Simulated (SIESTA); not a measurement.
Sn: equation of state with PBE

The system is Sn.

```
Sn
1.0
    -2.94014    2.94014    1.59930
     2.94014   -2.94014    1.59930
     2.94014    2.94014   -1.59930
Sn
2
Direct
  0.00000 0.00000 0.00000
  0.75000 0.25000 0.50000
```

| Quantity | Value |
| --- | --- |
| Program | SIESTA 5.4.2 |
| Task | equation of state |
| Functional | PBE |
| Potentials or basis | PseudoDojo 0.4 standard (PBE files) |
| Basis | TZDP (energy shift 0.003 Ry; two zetas on semicore shells) |
| Grid cutoff | 500 Ry |
| Energy shift | 0.003 Ry |
| k mesh | 9 × 9 × 9 |
| Occupations | fermi-dirac, width 0.05 eV |
| Spin | no spin polarisation |

```json
{
 "Equilibrium volume": "28.74 Å³/atom",
 "Bulk modulus at fixed shape and positions": "44 GPa",
 "Pressure derivative of the bulk modulus": "5.3 (rough: it moves with the points fitted)"
}
```

Energy against volume, from the lowest point:
```
volume (Å³/atom)  energy (meV/atom)
          25.991              44.36
          26.544              27.20
          27.097              14.49
          27.650               6.15
          28.203               1.54
          28.756               0.00
          29.309               1.49
```

All runs of the series together: 16 min on 1 thread of Intel(R) Xeon(R) 6975P-C (Granite Rapids), on a shared host.

Caveat: the cell was scaled at fixed shape and fractional positions, which overstates the stiffness of a crystal with free parameters, most of all of layers and chains; the basis of atomic orbitals isn't converged, which shifts pressures, moduli and gaps.
